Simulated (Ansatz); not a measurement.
# TiC: moving C off its site

TiC, Fm-3m, a = 4.328 Å (as given, not relaxed at this level: 0.9 GPa). Ansatz: PBE, PAW, 420 eV, Γ-centred 18×18×18 mesh on 2 atoms, Gaussian smearing 0.15 eV; no spin polarisation.

```xyz
2
Lattice="0.0000 2.1640 2.1640 2.1640 0.0000 2.1640 2.1640 2.1640 0.0000" Properties=species:S:1:pos:R:3 pbc="T T T"
Ti    0.0000    0.0000    0.0000
C     2.1640    2.1640    2.1640
```

Atom 2 (C) moves by x along the unit vector (0.000, 1.000, 0.000), with its periodic images; all else is held. y is the free energy of the cell over the start, F the force along the path summed over the moved atoms. Symmetry makes y even in x.

| x (Å) | y (meV) | F (eV/Å) |
| --- | --- | --- |
| -0.1000 | ? | ? |
| -0.0500 | 11.72 | 0.47 |
| 0.0000 | 0.00 | 0.00 |
| 0.0125 | 0.73 | -0.12 |
| 0.0250 | 2.93 | -0.23 |
| 0.0375 | 6.60 | -0.35 |
| 0.0625 | 18.28 | -0.58 |
| 0.0750 | 26.24 | -0.69 |
| 0.0875 | 35.57 | -0.80 |

Fit y = c2 x² + c4 x⁴ to the energies of the other rows, give the force constant, and predict energy and force of the missing row.

Least squares on the rows shown. y = 4710.8 x² − 8390.6 x⁴. The force constant is 2 c2 = 9.42 eV/Å² (for all images moving together, not for a lone atom). With two atoms in a cubic cell this is the optical mode at Γ (in a metal it hangs on mesh and smearing): ω = 521.5 √(2 c2/μ) = 517 cm⁻¹ for μ = 9.60 u. The force −dy/dx at the missing row is 0.91 eV/Å (computed 0.91). At x = -0.1000 the fit asked for gives 46.27 meV. The run gave 46.25 meV, so the fit is 0.02 meV too high, a small miss on the scale of the series.